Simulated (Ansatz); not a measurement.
**In3Pd5: a short molecular-dynamics run**

What does In3Pd5 do over 30 steps of 1 fs under a Langevin thermostat at 300 K? The cell is a randomly packed cell of 16 atoms, taken as it stands, without a relaxation.

All numbers below are computed with Ansatz 0.2.0 (DFT PBE, plane waves, PAW, scalar-relativistic, no spin polarisation).

**1. Starting point**

The cell holds 16 atoms (In6Pd10): a = 6.647 Å, b = 6.704 Å, c = 6.427 Å, α = 92.43°, β = 110.95°, γ = 93.72°.

As a file:

```xyz
16
Lattice="6.6185 -0.4985 -0.3628 0.0770 6.7010 0.1740 -2.0051 -0.4074 6.0930" Properties=species:S:1:pos:R:3 pbc="T T T"
Pd    0.0414    4.7843    1.3367
Pd    2.7266    3.1254    5.5299
Pd    1.8812    3.0124    1.6473
Pd   -0.2909    5.6360    5.9148
In    5.1848    4.3183    3.1002
In    5.3463    2.1123    1.4780
In   -0.8571    3.2005    5.3486
In    3.6392    2.2463    3.3626
Pd    0.3621    1.4175    0.2988
Pd    0.9499    1.5587    4.5331
Pd    1.9611    5.0672    3.2158
Pd    3.9308   -0.2667    3.8076
Pd    2.6288    0.5527    1.7020
Pd   -0.4108    0.3570    2.7325
In    4.4146    0.3294   -0.1984
In    3.5662    4.9274    1.1996
```

**2. Dynamics**

File input.yaml:

```yaml
crystal:
  lattice:
    - [6.618528, -0.498489, -0.362825]
    - [0.076998, 6.701006, 0.174006]
    - [-2.005141, -0.407424, 6.093016]
  atoms:
    - { symbol: Pd, position: [0.058958, 0.730639, 0.202022] }
    - { symbol: Pd, position: [0.68768, 0.574236, 0.932133] }
    - { symbol: Pd, position: [0.362669, 0.493424, 0.277866] }
    - { symbol: Pd, position: [0.235795, 0.916898, 0.958611] }
    - { symbol: In, position: [0.93932, 0.747335, 0.543411] }
    - { symbol: In, position: [0.889228, 0.398641, 0.284143] }
    - { symbol: In, position: [0.127796, 0.540021, 0.870014] }
    - { symbol: In, position: [0.721448, 0.424311, 0.582724] }
    - { symbol: Pd, position: [0.066313, 0.219308, 0.04672] }
    - { symbol: Pd, position: [0.369378, 0.30612, 0.757238] }
    - { symbol: Pd, position: [0.447605, 0.821764, 0.530969] }
    - { symbol: Pd, position: [0.796382, 0.060219, 0.670618] }
    - { symbol: Pd, position: [0.487826, 0.137275, 0.304459] }
    - { symbol: Pd, position: [0.073379, 0.086111, 0.450378] }
    - { symbol: In, position: [0.667172, 0.099051, 0.004333] }
    - { symbol: In, position: [0.593105, 0.79218, 0.209578] }
kpoints:
  mp_grid: { grid: [3, 2, 3] }
magnetization:
  spin_polarized: false
scf:
  occupations: { method: gaussian, width: 0.1 }
hamiltonian:
  pseudopotentials: { kind: paw }
  xc: pbe
basis:
  ecutwfc: 420
md:
  timestep: 1.0
  n_steps: 30
  ensemble: nvt_langevin
  temperature: 300.0
  initial_velocities: maxwell_boltzmann
  seed: 302350
```

Launch:

```bash
$ ansatz run input.yaml --threads 2 --pin off --max-ram 2560MiB --backend cpu --events-out ev --progress --plain --runs-dir out
```

Standard output:

```text
Warning: md: disabling space-group detection — thermal motion breaks the input geometry's symmetry, so no spatial operation reduces the k-mesh or symmetrises the density; time reversal is kept, so that k and −k are solved as one point where they differ and the mesh holds both, and exact exchange and, on two spinor components, a DFT+U term hold to it where the run has them: on two components no moment then forms, and a state that bears one, which a typed moment (crystal.atoms[].spin; refused beside efield: under a hybrid functional) reaches, can lie lower, under hf by electronvolts; crystal.symmetry.detect: false (a key that needs symmetry detection or time reversal refuses this as the deck is read) with time_reversal: false beside it drops time reversal too
Warning: RAYON_NUM_THREADS=2 ignored (pool sized by the plan → 2); use --threads N
Engine: ansatz 0.2.0, aarch64-unknown-linux-gnu
Pseudopotentials: kind: paw
Pseudopotential: Pd, paw, valence charge 18, recommended cutoff 420 eV (normal), Pd.paw.azcp
Pseudopotential: In, paw, valence charge 13, recommended cutoff 420 eV (normal), In.paw.azcp
Functional definition: PBE
  parameter kappa = 0.804
  parameter beta = 0.06672455060314922
  exchange = pbe_x(kappa = kappa, mu = beta*pi^2/3)
  correlation = pbe_c(beta = beta)
Crystal: 16 atoms, lattice volume = 266.243 Å³
Basis set: ecut = 420 eV, 5215 PW (Γ), exchange–correlation on 90×90×90 points (8 copies of the dense FFT grid, shifted against one another)
Bands: 155, of which v1, the nominal top of the filled ones, is band 129 counted from 1 (128 counted from 0)
Symmetry: 1 space group operations
k-points: 10 of 18 (time reversal used)
Non-local potential: Pd, projectors of the file, l = 0: 2, l = 1: 2, l = 2: 2, l = 3: 1
Non-local potential: In, projectors of the file, l = 0: 2, l = 1: 2, l = 2: 2, l = 3: 2
PAW form: soft (Blöchl's): semilocal exchange-correlation on the pseudo side does not see the compensation charge
PAW one-centre angular grid: Pd, 590 points (default); XC on 64 Gauss nodes
PAW one-centre angular grid: In, 590 points (default); XC on 64 Gauss nodes
Initial density: superposition of atomic densities (neutral atoms: chi_scale 0, normalization atom), corrected by the library's trained network
Initial wavefunctions: pseudopotential atomic-orbital guess
Functional: x = pbe(κ = 0.804, μ = 0.2195149727645171), c = pbe(β = 0.06672455060314922)
SCF iter   1: F=—  HF=-103311.104936 eV  |F-HF|=—  |Δ(HF+E_count)|=         —  Δρ=5.74e-3  dr2=7.80e-2  ethr=1.77e-3  ⟨swp⟩=5.8  Hψ=5641  notcnv=0  defer=45
preconditioner: auto → Kerker (q_TF=auto, 2.714 Å⁻¹)  [metal: Δε(μ)=0.101 eV  Ē_g=12.143 eV  σ=0.100 eV  W_gap=0.49  n_scr=86 (ndim 8)  ℏωp=30.4 eV  f_vac=0.000  D(μ)=4.15/eV (n_scr^D=20)]
SCF iter   2: F=—  HF=-103311.100034 eV  |F-HF|=—  |Δ(HF+E_count)|=   4.90e-3  Δρ=2.94e-3  dr2=2.65e-2  ethr=3.02e-5  ⟨swp⟩=1.0  Hψ=1790  notcnv=0  defer=84
SCF iter   3: F=—  HF=-103311.096681 eV  |F-HF|=—  |Δ(HF+E_count)|=   3.35e-3  Δρ=5.57e-4  dr2=2.83e-3  ethr=1.03e-5  ⟨swp⟩=2.9  Hψ=1972  notcnv=0  defer=84
SCF iter   4: F=—  HF=-103311.096226 eV  |F-HF|=—  |Δ(HF+E_count)|=   4.54e-4  Δρ=1.90e-4  dr2=2.54e-4  ethr=1.10e-6  ⟨swp⟩=2.1  Hψ=1967  notcnv=0  defer=84
SCF iter   5: F=—  HF=-103311.096185 eV  |F-HF|=—  |Δ(HF+E_count)|=   4.14e-5  Δρ=5.98e-5  dr2=1.99e-5  ethr=9.83e-8  ⟨swp⟩=2.0  Hψ=1948  notcnv=0  defer=84
SCF iter   6: F=—  HF=-103311.096005 eV  |F-HF|=—  |Δ(HF+E_count)|=   1.80e-4  Δρ=1.95e-5  dr2=1.88e-6  ethr=7.72e-9  ⟨swp⟩=2.0  Hψ=1946  notcnv=0  defer=84
SCF iter   7: F=—  HF=-103311.096005 eV  |F-HF|=—  |Δ(HF+E_count)|=   1.79e-7  Δρ=7.39e-6  dr2=2.72e-7  ethr=7.27e-10  ⟨swp⟩=2.0  Hψ=1898  notcnv=0  defer=84
SCF iter   8: F=—  HF=-103311.096005 eV  |F-HF|=—  |Δ(HF+E_count)|=   2.51e-8  Δρ=2.92e-6  dr2=3.05e-8  ethr=1.06e-10  ⟨swp⟩=2.0  Hψ=1946  notcnv=0  defer=84
SCF iter   9: F=-103311.096005 eV  HF=-103311.096005 eV  |F-HF|=3.11e-9  |Δ(HF+E_count)|=   3.09e-9  Δρ=1.02e-6  dr2=5.00e-9  ethr=6.20e-12  ⟨swp⟩=4.0  Hψ=4523  notcnv=0
SCF 1 converged in 9 iterations: F = -103311.096005 eV  dr2 = 5.00e-9
md step     0: t =     0.00 fs  T =   281.3 K  F+E_penalty+E_count = -103311.09600462 eV  E_kin = 0.581670 eV  (9 SCF iters)
[... from here on, the SCF cycles and remarks between the steps are left out, and one step in 2 is shown ...]
md step     1: t =     1.00 fs  T =   268.8 K  F+E_penalty+E_count = -103311.10474071 eV  E_kin = 0.555902 eV  (6 SCF iters)
md step     3: t =     3.00 fs  T =   257.2 K  F+E_penalty+E_count = -103311.13590807 eV  E_kin = 0.531948 eV  (6 SCF iters)
md step     5: t =     5.00 fs  T =   300.8 K  F+E_penalty+E_count = -103311.18732530 eV  E_kin = 0.622060 eV  (4 SCF iters)
md step     7: t =     7.00 fs  T =   314.6 K  F+E_penalty+E_count = -103311.24850774 eV  E_kin = 0.650674 eV  (4 SCF iters)
md step     9: t =     9.00 fs  T =   300.5 K  F+E_penalty+E_count = -103311.31484888 eV  E_kin = 0.621549 eV  (4 SCF iters)
md step    11: t =    11.00 fs  T =   354.0 K  F+E_penalty+E_count = -103311.38594210 eV  E_kin = 0.732087 eV  (4 SCF iters)
md step    13: t =    13.00 fs  T =   396.6 K  F+E_penalty+E_count = -103311.47048698 eV  E_kin = 0.820296 eV  (4 SCF iters)
md step    15: t =    15.00 fs  T =   454.5 K  F+E_penalty+E_count = -103311.56527835 eV  E_kin = 0.939928 eV  (4 SCF iters)
md step    17: t =    17.00 fs  T =   495.8 K  F+E_penalty+E_count = -103311.66690226 eV  E_kin = 1.025333 eV  (4 SCF iters)
md step    19: t =    19.00 fs  T =   560.1 K  F+E_penalty+E_count = -103311.77264972 eV  E_kin = 1.158335 eV  (3 SCF iters)
md step    21: t =    21.00 fs  T =   617.6 K  F+E_penalty+E_count = -103311.88056290 eV  E_kin = 1.277234 eV  (4 SCF iters)
md step    23: t =    23.00 fs  T =   598.3 K  F+E_penalty+E_count = -103311.98675677 eV  E_kin = 1.237296 eV  (4 SCF iters)
md step    25: t =    25.00 fs  T =   653.5 K  F+E_penalty+E_count = -103312.09397116 eV  E_kin = 1.351602 eV  (4 SCF iters)
md step    27: t =    27.00 fs  T =   699.8 K  F+E_penalty+E_count = -103312.20466226 eV  E_kin = 1.447339 eV  (4 SCF iters)
md step    29: t =    29.00 fs  T =   763.7 K  F+E_penalty+E_count = -103312.31168515 eV  E_kin = 1.579434 eV  (4 SCF iters)
md step    30: t =    30.00 fs  T =   789.0 K  F+E_penalty+E_count = -103312.36428357 eV  E_kin = 1.631797 eV  (7 SCF iters)
SCF converged after 7 iterations
Free energy (F): -103312.364284 eV
Harris-Foulkes:  -103312.364284 eV  (|F-HF|=3.26e-9)
Internal energy: -103312.346547 eV  (E = F + TS)
E sigma→0 (E₀):  -103312.355416 eV
Entropy (-TS):   -0.017736 eV (-1.109 meV/atom)
Fermi energy:    17.492877 eV
--- Per-component energies (eV) ---
  E_band       = -1438.102441
  E_kinetic    = 6666.225772
  E_local      = -26384.400960  (includes V_loc(G=0)·N_el)
  E_nonlocal   = 4383.200957
  E_hartree    = 10887.425762
  E_xc         = -3002.849444
  E_vxc        = -2744.874012  (∫ρ·V_xc dr)
  E_paw        = -62443.578434  (= ΣΔE_a)
  E_vpaw       = -5133.109863  (= ΣTr[D̂ρ^β])
  E_aug_tail   = 0.002204  (compensation charges beyond the density's cutoff)
  E_ewald      = -33418.372405
  E_smearing   = -0.017736  (= −TS)
  E_closure    = -0.000000  (closes the sum)
  Σ components = -103312.364284   (vs F -103312.364284, Δ=0.00e0)
--- Forces (eV/Å), atoms counted from 1 ---
  atom   1  Pd    -0.24677881     1.77199663     0.33138928
  atom   2  Pd    -0.82091375     1.75110203     0.93219288
  atom   3  Pd    -0.24153016     0.14357354     1.02990998
  atom   4  Pd     1.02001501     0.13132553    -1.24078084
  atom   5  In     1.61657666     0.51546404     0.86319820
  atom   6  In     0.41188695     0.02626073     0.63347635
  atom   7  In     1.06562730     0.44487255    -0.61661083
  atom   8  In    -0.69034035    -1.05151001    -0.70275444
  atom   9  Pd     0.22456335    -0.76979037     0.82054281
  atom  10  Pd    -0.22591334    -0.93618017    -1.03540649
  atom  11  Pd    -0.88144623    -0.06036053     1.51512326
  atom  12  Pd     0.56959957    -0.37502556    -0.87864653
  atom  13  Pd    -0.58341701    -0.86947635    -0.61003361
  atom  14  Pd     0.80799862    -0.13840489    -0.00514020
  atom  15  In    -0.52931290     0.17176464    -0.98115237
  atom  16  In    -1.49664682    -0.75561471    -0.05530711
  max |Σ_I F_I| component: 3.19e-5 eV/Å
--- MD trajectory: 30 steps, t = 0.0 → 30.0 fs ---
  final state: T = 789.0 K   F+E_penalty+E_count = -103312.36428357 eV   E_kin = 1.631797 eV
```

Wall time 15 min (2 threads of an Arm CPU, shared host); peak memory 1.2 GiB.

**3. Frames and traces**

One step in 3; energies are changes from step 0; msd is the mean square displacement from the start, the centre of mass held:

```
time (fs)  T (K)  potential energy change (meV/atom)  msd In (Å²)  msd Pd (Å²)
      0.0    281                                 0.0        0.000        0.000
      3.0    257                                -2.5        0.000        0.000
      6.0    318                                -7.6        0.000        0.000
      9.0    301                               -13.7        0.001        0.000
     12.0    369                               -20.7        0.001        0.001
     15.0    454                               -29.3        0.002        0.001
     18.0    540                               -39.0        0.003        0.002
     21.0    618                               -49.0        0.005        0.002
     24.0    619                               -59.0        0.007        0.003
     27.0    700                               -69.3        0.009        0.004
     30.0    789                               -79.3        0.012        0.006
```

time (fs), T (K) and a bar:
```
      0.0        281 #
      1.0        269 #
      3.0        257 
      4.0        286 ##
      5.0        301 ##
      7.0        315 ###
      8.0        319 ###
      9.0        301 ##
     10.0        315 ###
     12.0        369 ######
     13.0        397 ########
     14.0        437 ##########
     16.0        481 #############
     17.0        496 #############
     18.0        540 ################
     20.0        571 ##################
     21.0        618 ####################
     22.0        600 ###################
     23.0        598 ###################
     25.0        654 ######################
     26.0        692 #########################
     27.0        700 #########################
     29.0        764 #############################
     30.0        789 ##############################
```

Pair distribution over the second half of the run:

| r (Å) | g Pd–Pd | g Pd–In | g In–In |
| --- | --- | --- | --- |
| 0.68 | 0.00 | 0.00 | 0.00 |
| 0.84 | 0.00 | 0.00 | 0.00 |
| 1.00 | 0.00 | 0.00 | 0.00 |
| 1.16 | 0.00 | 0.00 | 0.00 |
| 1.32 | 0.00 | 0.00 | 0.00 |
| 1.48 | 0.00 | 0.00 | 0.00 |
| 1.64 | 0.00 | 0.00 | 0.00 |
| 1.80 | 0.00 | 0.00 | 0.00 |
| 1.96 | 0.00 | 0.00 | 0.00 |
| 2.12 | 0.00 | 0.00 | 0.00 |
| 2.28 | 0.00 | 0.11 | 0.00 |
| 2.44 | 0.93 | 1.97 | 0.00 |
| 2.60 | 5.04 | 5.75 | 5.89 |
| 2.76 | 1.96 | 0.93 | 3.74 |
| 2.92 | 0.17 | 0.59 | 0.27 |

First peaks of g(r) (not always the tallest), and, where a minimum follows, the mean number of second-named atoms round a first-named one up to the next minimum:

| pair | peak (Å) | height | minimum (Å) | neighbours |
| --- | --- | --- | --- | --- |
| Pd–Pd | 2.60 | 5.0 | - | - |
| Pd–In | 2.60 | 5.7 | - | - |
| In–In | 2.60 | 5.9 | - | - |

**4. Positions and forces**

Extended XYZ, with forces in eV/Å:

```xyz
16
Lattice="6.619 -0.498 -0.363 0.077 6.701 0.174 -2.005 -0.407 6.093" Properties=species:S:1:pos:R:3:forces:R:3 pbc="T T T" time_fs=5.0 T=301 dE=-0.0913
Pd    0.048    4.784    1.336   -0.380    1.851    0.575
Pd    2.733    3.122    5.524   -0.571    1.029   -0.577
Pd    1.888    3.014    1.644    0.051   -0.553    0.692
Pd   -0.292    5.639    5.901    0.528    0.423   -2.499
In    5.181    4.320    3.109    2.190    2.127    1.560
In    5.343    2.122    1.477    1.585   -0.188   -0.065
In   -0.857    3.182    5.361    1.615   -0.812    0.616
In    3.632    2.255    3.374   -3.040   -1.385    1.156
Pd    0.361    1.415    0.293    0.187   -0.407    0.231
Pd    0.962    1.567    4.527   -0.158   -0.541   -0.852
Pd    1.958    5.067    3.221   -1.445   -0.227    2.001
Pd    3.925   -0.269    3.817    0.682   -0.204    0.393
Pd    2.637    0.557    1.707   -0.917    0.530   -0.109
Pd   -0.419    0.358    2.726    0.797   -0.107   -0.330
In    4.408    0.320   -0.207   -0.141   -0.506   -2.027
In    3.578    4.931    1.206   -0.984   -1.031   -0.766
16
Lattice="6.619 -0.498 -0.363 0.077 6.701 0.174 -2.005 -0.407 6.093" Properties=species:S:1:pos:R:3:forces:R:3 pbc="T T T" time_fs=10.0 T=315 dE=-0.2533
Pd    0.056    4.788    1.338   -0.440    1.875    0.596
Pd    2.742    3.119    5.518   -0.640    1.237   -0.257
Pd    1.893    3.014    1.643    0.062   -0.517    0.770
Pd   -0.293    5.642    5.884    0.648    0.359   -2.319
In    5.182    4.324    3.123    2.223    1.939    1.522
In    5.346    2.131    1.474    1.399   -0.254    0.046
In   -0.857    3.166    5.374    1.604   -0.548    0.352
In    3.621    2.260    3.388   -2.735   -1.467    0.767
Pd    0.360    1.414    0.289    0.168   -0.506    0.409
Pd    0.973    1.575    4.520   -0.239   -0.620   -0.940
Pd    1.952    5.067    3.228   -1.375   -0.199    1.938
Pd    3.924   -0.270    3.829    0.662   -0.185    0.192
Pd    2.642    0.563    1.710   -0.910    0.358   -0.185
Pd   -0.430    0.361    2.717    0.812   -0.079   -0.265
In    4.402    0.309   -0.217   -0.159   -0.367   -1.870
In    3.585    4.932    1.211   -1.082   -1.027   -0.753
16
Lattice="6.619 -0.498 -0.363 0.077 6.701 0.174 -2.005 -0.407 6.093" Properties=species:S:1:pos:R:3:forces:R:3 pbc="T T T" time_fs=15.0 T=454 dE=-0.4693
Pd    0.065    4.795    1.340   -0.495    1.868    0.582
Pd    2.750    3.117    5.512   -0.696    1.414    0.094
Pd    1.896    3.013    1.643    0.035   -0.451    0.844
Pd   -0.293    5.646    5.862    0.781    0.309   -2.104
In    5.188    4.333    3.140    2.151    1.657    1.419
In    5.353    2.137    1.475    1.207   -0.236    0.122
In   -0.851    3.150    5.387    1.531   -0.304    0.093
In    3.607    2.262    3.401   -2.345   -1.426    0.391
Pd    0.356    1.410    0.284    0.190   -0.551    0.610
Pd    0.982    1.583    4.510   -0.276   -0.700   -1.007
Pd    1.945    5.066    3.238   -1.275   -0.160    1.879
Pd    3.925   -0.266    3.839    0.599   -0.224   -0.072
Pd    2.640    0.572    1.714   -0.872    0.107   -0.277
Pd   -0.440    0.367    2.707    0.840   -0.077   -0.205
In    4.396    0.297   -0.229   -0.217   -0.223   -1.685
In    3.591    4.931    1.218   -1.157   -1.002   -0.685
16
Lattice="6.619 -0.498 -0.363 0.077 6.701 0.174 -2.005 -0.407 6.093" Properties=species:S:1:pos:R:3:forces:R:3 pbc="T T T" time_fs=20.0 T=571 dE=-0.7302
Pd    0.071    4.805    1.341   -0.491    1.849    0.530
Pd    2.754    3.117    5.509   -0.732    1.575    0.455
Pd    1.896    3.010    1.645   -0.013   -0.319    0.923
Pd   -0.289    5.650    5.835    0.882    0.263   -1.844
In    5.193    4.345    3.161    2.022    1.297    1.266
In    5.363    2.141    1.474    0.959   -0.152    0.262
In   -0.839    3.132    5.400    1.391   -0.039   -0.169
In    3.586    2.264    3.416   -1.836   -1.332   -0.023
Pd    0.353    1.405    0.282    0.213   -0.626    0.739
Pd    0.989    1.592    4.497   -0.285   -0.816   -1.062
Pd    1.936    5.065    3.253   -1.150   -0.124    1.782
Pd    3.926   -0.257    3.847    0.562   -0.271   -0.327
Pd    2.637    0.579    1.716   -0.817   -0.167   -0.388
Pd   -0.449    0.374    2.696    0.857   -0.101   -0.128
In    4.391    0.282   -0.244   -0.296   -0.062   -1.490
In    3.597    4.929    1.221   -1.266   -0.976   -0.526
16
Lattice="6.619 -0.498 -0.363 0.077 6.701 0.174 -2.005 -0.407 6.093" Properties=species:S:1:pos:R:3:forces:R:3 pbc="T T T" time_fs=25.0 T=654 dE=-0.9980
Pd    0.073    4.814    1.345   -0.391    1.807    0.437
Pd    2.754    3.120    5.510   -0.760    1.698    0.731
Pd    1.899    3.004    1.651   -0.129   -0.100    0.973
Pd   -0.281    5.657    5.806    0.962    0.199   -1.558
In    5.198    4.356    3.182    1.852    0.917    1.081
In    5.374    2.143    1.469    0.681   -0.070    0.469
In   -0.825    3.115    5.414    1.221    0.212   -0.398
In    3.560    2.263    3.433   -1.261   -1.216   -0.394
Pd    0.353    1.397    0.285    0.238   -0.688    0.789
Pd    0.996    1.601    4.482   -0.269   -0.924   -1.083
Pd    1.925    5.064    3.271   -1.029   -0.099    1.654
Pd    3.930   -0.250    3.855    0.563   -0.304   -0.578
Pd    2.633    0.586    1.720   -0.717   -0.507   -0.506
Pd   -0.452    0.377    2.685    0.839   -0.118   -0.045
In    4.388    0.264   -0.262   -0.408    0.084   -1.272
In    3.601    4.923    1.223   -1.391   -0.889   -0.300
16
Lattice="6.619 -0.498 -0.363 0.077 6.701 0.174 -2.005 -0.407 6.093" Properties=species:S:1:pos:R:3:forces:R:3 pbc="T T T" time_fs=30.0 T=789 dE=-1.2683
Pd    0.073    4.823    1.348   -0.247    1.772    0.331
Pd    2.757    3.129    5.512   -0.821    1.751    0.932
Pd    1.900    2.999    1.657   -0.242    0.144    1.030
Pd   -0.268    5.666    5.773    1.020    0.131   -1.241
In    5.206    4.367    3.200    1.617    0.515    0.863
In    5.386    2.141    1.464    0.412    0.026    0.633
In   -0.810    3.101    5.425    1.066    0.445   -0.617
In    3.531    2.258    3.449   -0.690   -1.052   -0.703
Pd    0.358    1.390    0.289    0.225   -0.770    0.821
Pd    1.001    1.603    4.464   -0.226   -0.936   -1.035
Pd    1.910    5.063    3.294   -0.881   -0.060    1.515
Pd    3.937   -0.240    3.862    0.570   -0.375   -0.879
Pd    2.625    0.594    1.722   -0.583   -0.869   -0.610
Pd   -0.451    0.379    2.678    0.808   -0.138   -0.005
In    4.387    0.246   -0.285   -0.529    0.172   -0.981
In    3.603    4.917    1.225   -1.497   -0.756   -0.055
```

**5. What came out**

```
                             quantity                          value
                               length               30 steps of 1 fs
     temperature, first and last step                  281 and 789 K
             temperature, second half  mean 617 K, from 454 to 789 K
        potential energy, second half    -54 meV/atom from the start
mean square displacement, second half          In 0.006, Pd 0.003 Å²
```

In words: Against a set 300 K the second half averages 617 K, going from 454 to 789 K over that half; the potential energy of that half lies 54 meV/atom under the start, so the atoms have moved to lower-lying arrangements, and the energy set free heats the cell. Over the second half In atoms stand 0.1 Å (root mean square) from where they began, and the farthest move is 0.2 Å. 30 fs on 16 atoms is far too short and small for converged averages. The k-mesh is coarse for this cell.
